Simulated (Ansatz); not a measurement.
# TaSi2 (P6_422) in Ansatz: relaxation of cell and atoms with RPBE

Aim: the relaxation of cell and atoms of TaSi2 with RPBE.

Everything below comes from runs of Ansatz 0.2.0. Logs are shortened: lines on timing, memory, paths and dates and some standing lists are left out, and cuts for length are marked.

### Step 1. Starting point

The structure is hexagonal, space group P6_422 (No. 181). Conventional cell: a = 4.784 Å, b = 4.784 Å, c = 6.570 Å, α = 90.00°, β = 90.00°, γ = 120.00°. Ta (site symmetry 222) is surrounded by 10 Si at 2.61 to 2.83 Å. Si (site symmetry 2) has 5 Si at 2.56 to 2.83 Å and 5 Ta at 2.61 to 2.83 Å as nearest neighbours.

### Step 2. Relaxation of cell and atoms, RPBE

input.yaml

```yaml
crystal:
  lattice:
    - [4.7839, 0.0, 0.0]
    - [-2.39195, 4.1429789292, 0.0]
    - [0.0, 0.0, 6.57]
  atoms:
    - { symbol: Ta, position: [0.0, 0.5, 0.3333333333] }
    - { symbol: Ta, position: [0.5, 0.5, 0.6666666667] }
    - { symbol: Ta, position: [0.5, 0.0, 0.0] }
    - { symbol: Si, position: [0.31794, 0.15897, 0.3333333333] }
    - { symbol: Si, position: [0.15897, 0.84103, 0.6666666667] }
    - { symbol: Si, position: [0.84103, 0.68206, 0.0] }
    - { symbol: Si, position: [0.68206, 0.84103, 0.3333333333] }
    - { symbol: Si, position: [0.84103, 0.15897, 0.6666666667] }
    - { symbol: Si, position: [0.15897, 0.31794, 0.0] }
hamiltonian:
  xc: rpbe
  pseudopotentials: { kind: paw }
kpoints:
  mp_grid: { grid: [7, 7, 4] }
scf:
  occupations: { method: fermi_dirac, width: 0.05 }
output:
  forces: true
  stress: true
  eigenvalues: true
  write_density: true
  write_potential: true
  elf: true
  volumetric_format: npy
relax:
  f_tol: 0.01
  max_steps: 40
  cell: { stress_tol: 0.05 }
```

Potentials or basis: Ansatz PAW.

On the command line:

```bash
> ansatz run input.yaml --threads 4 --pin off --max-ram 11264MiB --backend cpu --events-out ev --progress --plain --runs-dir out
```

What it wrote:

```text
Warning: RAYON_NUM_THREADS=4 ignored (pool sized by the plan → 4); use --threads N
Engine: ansatz 0.2.0, aarch64-unknown-linux-gnu
Pseudopotentials: kind: paw
Pseudopotential: Ta, paw, valence charge 13, recommended cutoff 420 eV (normal), Ta.paw.azcp
Pseudopotential: Si, paw, valence charge 4, recommended cutoff 420 eV (normal), Si.paw.azcp
Functional definition: RPBE
  parameter kappa = 0.804
  parameter beta = 0.06672455060314922
  exchange = rpbe_x(kappa = kappa, mu = beta*pi^2/3)
  correlation = pbe_c(beta = beta)
Crystal: 9 atoms, lattice volume = 130.215 Å³
Basis set: ecut = 420 eV, 2523 PW (Γ), exchange–correlation on 64×64×90 points (8 copies of the dense FFT grid, shifted against one another)
Bands: 41, of which v1, the nominal top of the filled ones, is band 32 counted from 1 (31 counted from 0)
Symmetry: 12 space group operations
Space group: P6422 (ITA 181), of the structure as read, at distance tolerance 5.1e-5 Å
k-points: 24 of 196 (time reversal used)
Non-local potential: Ta, projectors of the file, l = 0: 3, l = 1: 2, l = 2: 2, l = 3: 1
Non-local potential: Si, projectors of the file, l = 0: 2, l = 1: 2, l = 2: 2
PAW form: soft (Blöchl's): semilocal exchange-correlation on the pseudo side does not see the compensation charge
PAW frozen core: Ta, regenerated for the run's functional, and the local potential with it (the file was generated under x = pbe(κ = 0.804, μ = 0.2195149727645171), c = pbe(β = 0.06672455060314922))
PAW frozen core: Si, regenerated for the run's functional, and the local potential with it (the file was generated under x = pbe(κ = 0.804, μ = 0.2195149727645171), c = pbe(β = 0.06672455060314922))
PAW one-centre angular grid: Ta, 590 points (default); XC on 64 Gauss nodes
PAW one-centre angular grid: Si, 110 points (default); XC on 64 Gauss nodes
Initial density: superposition of atomic densities (neutral atoms: chi_scale 0, normalization atom), corrected by the library's trained network
Initial wavefunctions: pseudopotential atomic-orbital guess
Functional: x = rpbe, c = pbe(β = 0.06672455060314922)
SCF iter   1: F=—  HF=-33671.810711 eV  |F-HF|=—  |Δ(HF+E_count)|=         —  Δρ=4.48e-3  dr2=2.02e-2  ethr=1.77e-3  ⟨swp⟩=7.0  Hψ=4602  notcnv=0  defer=4
preconditioner: auto → Kerker (q_TF=auto, 2.417 Å⁻¹)  [metal: Δε(μ)=0.055 eV  Ē_g=7.375 eV  σ=0.050 eV  W_gap=0.26  n_scr=22 (ndim 8)  ℏωp=20.3 eV  f_vac=0.000  D(μ)=3.13/eV (n_scr^D=22)]
SCF iter   2: F=—  HF=-33671.811088 eV  |F-HF|=—  |Δ(HF+E_count)|=   3.77e-4  Δρ=2.50e-3  dr2=4.63e-3  ethr=3.20e-5  ⟨swp⟩=2.1  Hψ=1407  notcnv=0  defer=17
SCF iter   3: F=—  HF=-33671.811927 eV  |F-HF|=—  |Δ(HF+E_count)|=   8.40e-4  Δρ=6.15e-4  dr2=3.46e-4  ethr=7.35e-6  ⟨swp⟩=2.0  Hψ=1395  notcnv=0  defer=17
SCF iter   4: F=—  HF=-33671.811912 eV  |F-HF|=—  |Δ(HF+E_count)|=   1.55e-5  Δρ=6.90e-5  dr2=3.72e-6  ethr=5.50e-7  ⟨swp⟩=2.5  Hψ=1342  notcnv=0  defer=17
SCF iter   5: F=—  HF=-33671.812029 eV  |F-HF|=—  |Δ(HF+E_count)|=   1.17e-4  Δρ=1.01e-5  dr2=1.02e-7  ethr=5.90e-9  ⟨swp⟩=2.0  Hψ=1404  notcnv=0  defer=17
SCF iter   6: F=-33671.812029 eV  HF=-33671.812029 eV  |F-HF|=6.98e-10  |Δ(HF+E_count)|=   2.98e-9  Δρ=1.34e-6  dr2=2.57e-9  ethr=1.59e-10  ⟨swp⟩=13.9  Hψ=6472  notcnv=0
SCF 1 converged in 6 iterations: F = -33671.812029 eV  dr2 = 2.57e-9
relax step   1: F+E_penalty+E_count = -33671.81202945 eV  Δ(F+E_penalty+E_count) = +0.000e0 eV  max|allowed force component| = 1.989e-2 eV/Å  Δτ_max = 0.0000 Å  P = +5.126 GPa  Ω = 130.215 Å³  (6 SCF iters, dr2 threshold 1.00e-7 eV, accepted)
Crystal: 9 atoms, lattice volume = 135.980 Å³
Basis set: ecut = 420 eV, 2645 PW (Γ), exchange–correlation on 64×64×90 points (8 copies of the dense FFT grid, shifted against one another)
Initial density: handed on by an earlier stage of this run
Initial wavefunctions: those handed on with the density
iter 1 solved again at ethr=3.21e-5 eV; its pass at ethr=3.10e-3 eV (dr2=2.02e-2 eV) is discarded
SCF iter   1: F=—  HF=-33671.846952 eV  |F-HF|=—  |Δ(HF+E_count)|=         —  Δρ=2.52e-3  dr2=1.89e-2  ethr=3.21e-5  ⟨swp⟩=1.4  Hψ=4860  notcnv=0
preconditioner: auto → Kerker (q_TF=auto, 2.400 Å⁻¹)  [metal: Δε(μ)=0.049 eV  Ē_g=7.154 eV  σ=0.050 eV  W_gap=0.24  n_scr=22 (ndim 8)  ℏωp=19.9 eV  f_vac=0.000  D(μ)=3.36/eV (n_scr^D=22)]
SCF iter   2: F=—  HF=-33671.843366 eV  |F-HF|=—  |Δ(HF+E_count)|=   3.59e-3  Δρ=1.14e-3  dr2=3.28e-3  ethr=3.00e-5  ⟨swp⟩=2.2  Hψ=1206  notcnv=0
SCF iter   3: F=—  HF=-33671.842463 eV  |F-HF|=—  |Δ(HF+E_count)|=   9.03e-4  Δρ=3.01e-4  dr2=1.27e-4  ethr=5.20e-6  ⟨swp⟩=2.0  Hψ=1296  notcnv=0
[... 27 lines left out ...]
SCF iter   3: F=—  HF=-33671.867823 eV  |F-HF|=—  |Δ(HF+E_count)|=   2.47e-5  Δρ=2.64e-6  dr2=8.39e-9  ethr=5.01e-10  ⟨swp⟩=2.0  Hψ=1743  notcnv=0
SCF iter   4: F=—  HF=-33671.867823 eV  |F-HF|=—  |Δ(HF+E_count)|=   5.21e-9  Δρ=1.11e-6  dr2=1.43e-9  ethr=1.33e-11  ⟨swp⟩=2.1  Hψ=1182  notcnv=0
SCF iter   5: F=-33671.867823 eV  HF=-33671.867823 eV  |F-HF|=1.46e-11  |Δ(HF+E_count)|=  8.08e-10  Δρ=1.76e-7  dr2=3.82e-11  ethr=1.00e-12  ⟨swp⟩=6.8  Hψ=5383  notcnv=0
SCF 5 converged in 5 iterations: F = -33671.867823 eV  dr2 = 3.82e-11
relax step   5: F+E_penalty+E_count = -33671.86782252 eV  Δ(F+E_penalty+E_count) = -1.157e-3 eV  max|allowed force component| = 4.728e-4 eV/Å  Δτ_max = 0.0000 Å  P = +0.014 GPa  Ω = 133.729 Å³  stress off target by 1.79e-2 GPa  SCF on the basis re-selected at this cell (its energy is not comparable with the rows above)  (5 SCF iters)
basis re-selected at this cell: Δ(F+E_penalty+E_count) = -1.157e-3 eV, ΔP = +0.011 GPa vs the last step (what re-selecting the basis moved, of the pressure what is left beyond the Pulay correction that the steps carried, after the strain that the cell walked since its last selection, with what the two solves' SCF thresholds leave and, on support functions, any second-order correction that the steps lacked; it is no measure of the basis error at this ecutwfc). The dense FFT grid was sized anew with the basis: this SCF ran on 36×36×45 points, the steps before it on 32×32×45, so part of this shift can come from that change (see relax.cell in the input reference). This SCF's stress stands 1.79e-2 GPa from its target on what of the cell is left free (relax.cell.stress_tol is 5.00e-2 GPa) and its largest allowed force component is 4.73e-4 eV/Å (relax.f_tol is 1.00e-2 eV/Å): within both
SCF converged after 5 iterations
Free energy (F): -33671.867823 eV
Harris-Foulkes:  -33671.867823 eV  (|F-HF|=1.46e-11)
Internal energy: -33671.840277 eV  (E = F + TS)
E sigma→0 (E₀):  -33671.854050 eV
Entropy (-TS):   -0.027546 eV (-3.061 meV/atom)
Fermi energy:    14.845862 eV
--- Per-component energies (eV) ---
  E_band       = -277.802085
  E_kinetic    = 1355.540916
  E_local      = -2376.295553  (includes V_loc(G=0)·N_el)
  E_nonlocal   = 188.467833
  E_hartree    = 904.971935
  E_xc         = -996.990387
  E_vxc        = -904.273846  (∫ρ·V_xc dr)
  E_paw        = -28321.127310  (= ΣΔE_a)
  E_vpaw       = -351.186006  (= ΣTr[D̂ρ^β])
  E_aug_tail   = 0.000520  (compensation charges beyond the density's cutoff)
  E_ewald      = -4426.180852
  E_core_change = -0.227379  (= ΣΔE_core)
  E_smearing   = -0.027546  (= −TS)
  E_closure    = 0.000000  (closes the sum)
  Σ components = -33671.867823   (vs F -33671.867823, Δ=0.00e0)
--- Forces (eV/Å), atoms counted from 1 ---
  atom   1  Ta    -0.00000000     0.00000000     0.00000000
  atom   2  Ta     0.00000000    -0.00000000    -0.00000000
  atom   3  Ta     0.00000000    -0.00000000     0.00000000
  atom   4  Si     0.00040943     0.00023638    -0.00000000
  atom   5  Si     0.00040943    -0.00023638    -0.00000000
  atom   6  Si    -0.00000000    -0.00047276    -0.00000000
  atom   7  Si    -0.00040943    -0.00023638     0.00000000
  atom   8  Si    -0.00040943     0.00023638    -0.00000000
  atom   9  Si     0.00000000     0.00047276     0.00000000
  max |Σ_I F_I| component: 1.21e-16 eV/Å
--- Stress (GPa, compression-positive) ---
        0.017911       0.000000       0.000000
        0.000000       0.017911      -0.000000
        0.000000      -0.000000       0.005115
  P = ⅓ Tr σ = 0.0136 GPa (0.136 kbar)
--- Band table (eV; the first three rows and the last of 24) ---
  k-point 0: bands = ["-52.9241", "-52.9108", "-52.9108", "-19.5779", "-19.5716", "-19.5716", "-19.5117", "-19.5117", "-19.4256", "-19.4230", "-19.4230", "-19.4222", "1.6487", "4.8986", "4.8986", "8.4396", "8.9189", "8.9189", "9.1191", "9.1191", "10.0887", "11.0613", "11.0613", "11.4059", "12.3276", "12.3276", "12.3746", "12.3746", "12.4206", "12.7035", "12.7035", "13.3313", "15.5733", "17.7611", "17.7611", "18.1218", "18.2901", "18.3354", "18.6400", "18.6400", "18.7270"]
  k-point 1: bands = ["-52.9229", "-52.9152", "-52.9076", "-19.6036", "-19.5684", "-19.5256", "-19.5195", "-19.5152", "-19.4396", "-19.4375", "-19.4260", "-19.4028", "1.8862", "3.6266", "6.1692", "8.5551", "8.6393", "9.0707", "9.3869", "9.4932", "9.9758", "10.0086", "10.4964", "10.8324", "12.1574", "12.4010", "12.6023", "12.6270", "12.7153", "12.8316", "13.2293", "13.8931", "16.2472", "17.1090", "17.4685", "18.0083", "18.1670", "18.2969", "18.5899", "18.6196", "18.7634"]
  k-point 2: bands = ["-52.9196", "-52.9196", "-52.9064", "-19.6151", "-19.5443", "-19.5443", "-19.5175", "-19.4770", "-19.4770", "-19.4345", "-19.4345", "-19.3944", "2.5728", "2.5728", "6.9510", "8.4210", "8.6647", "9.1199", "9.1199", "9.7778", "9.7778", "10.0516", "10.0516", "10.6686", "12.0996", "12.2456", "12.2456", "12.6787", "12.8083", "13.0454", "13.0454", "15.9489", "15.9489", "17.3309", "17.3309", "18.1505", "18.2508", "18.2508", "18.2881", "18.4955", "18.5846"]
  k-point 23: bands = ["-52.9195", "-52.9142", "-52.9118", "-19.6129", "-19.5861", "-19.5850", "-19.5033", "-19.4851", "-19.4465", "-19.4210", "-19.4193", "-19.4011", "4.3134", "4.3536", "5.1602", "5.9777", "6.1160", "7.2008", "9.5866", "9.6933", "10.4450", "10.6135", "12.0231", "12.0670", "12.2223", "12.3012", "12.3265", "12.4394", "13.7710", "14.3437", "14.3728", "14.8758", "15.8989", "16.4850", "16.5584", "17.0475", "17.0822", "17.6718", "18.0897", "18.2239", "18.4804"]
--- Relaxed structure (4 steps of the walk, 4 accepted, 1 SCFs on fresh bases) ---
  F+E_penalty+E_count = -33671.86782252 eV   max|allowed force component| = 4.728e-4 eV/Å   (the final SCF, on the basis selected at the relaxed cell)
  cell:  # Å, volume = 133.7290 Å³
    - [4.824058220162132, -4.3626170385463115e-33, -1.6248379795177772e-18]
    - [-2.412029110081066, 4.177756967995551, 3.3865109525524067e-18]
    - [-2.2314817461455895e-18, 4.082034807474084e-18, 6.635444853011545]
  atoms:
    - { symbol: Ta, position: [-2.776423237604883e-17, 0.49999999999999994, 0.3333333333333333] }
    - { symbol: Ta, position: [0.5, 0.49999999999999994, 0.6666666666666666] }
    - { symbol: Ta, position: [0.5, -2.61696279662112e-20, 1.4444474582904269e-34] }
    - { symbol: Si, position: [0.31837951050203583, 0.15918975525101792, 0.3333333333333333] }
    - { symbol: Si, position: [0.15918975525101786, 0.840810244748982, 0.6666666666666666] }
    - { symbol: Si, position: [0.840810244748982, 0.681620489497964, -2.0513302416856713e-20] }
    - { symbol: Si, position: [0.681620489497964, 0.840810244748982, 0.3333333333333333] }
    - { symbol: Si, position: [0.8408102447489821, 0.15918975525101792, 0.6666666666666666] }
    - { symbol: Si, position: [0.15918975525101792, 0.31837951050203583, 2.0513302416857026e-20] }
```

It took 16 s on 4 threads of Arm Neoverse V2, shared host; peak memory 0.48 GiB.

Results:

* Free energy: -33671.8678 eV
* Relaxed volume: 14.86 Å³/atom
* Relaxed cell: a = 4.824 Å, b = 4.824 Å, c = 6.635 Å, α = 90.00°, β = 90.00°, γ = 120.00°
* Space group after relaxing (to 0.05 Å): P6_422 (No. 181)
* Energy gained by relaxing: 6.2 meV/atom
* Ionic steps: 5
* Pressure after relaxing: 0.0 GPa
* Band gap on the k mesh: none (metal or under the smearing width)

The path:
| step | energy change (eV) | largest force (eV/Å) | volume (Å³) |
| --- | --- | --- | --- |
| 1 | 0.0000 | 0.0199 | 130.21 |
| 2 | -0.0306 | 0.1095 | 135.98 |
| 3 | -0.0546 | 0.0048 | 133.82 |
| 4 | -0.0546 | 0.0004 | 133.73 |
| 5 | -0.0558 | 0.0005 | 133.73 |

Final structure:
```yaml
crystal:
  lattice:
    - [4.82406, 0.00000, 0.00000]
    - [-2.41203, 4.17776, 0.00000]
    - [0.00000, 0.00000, 6.63544]
  atoms:
    - { symbol: Ta, position: [0.00000, 0.50000, 0.33333] }
    - { symbol: Ta, position: [0.50000, 0.50000, 0.66667] }
    - { symbol: Ta, position: [0.50000, 0.00000, 0.00000] }
    - { symbol: Si, position: [0.31838, 0.15919, 0.33333] }
    - { symbol: Si, position: [0.15919, 0.84081, 0.66667] }
    - { symbol: Si, position: [0.84081, 0.68162, 0.00000] }
    - { symbol: Si, position: [0.68162, 0.84081, 0.33333] }
    - { symbol: Si, position: [0.84081, 0.15919, 0.66667] }
    - { symbol: Si, position: [0.15919, 0.31838, 0.00000] }
```

Caveat: the plane-wave basis is chosen anew once the cell has moved, so the energies of steps on either side of that aren't comparable; the PAW data sets come from PBE, with cores solved anew for the run's functional, which leaves a small shift of forces and pressure. RPBE and its kin give volumes clearly too large for solids.
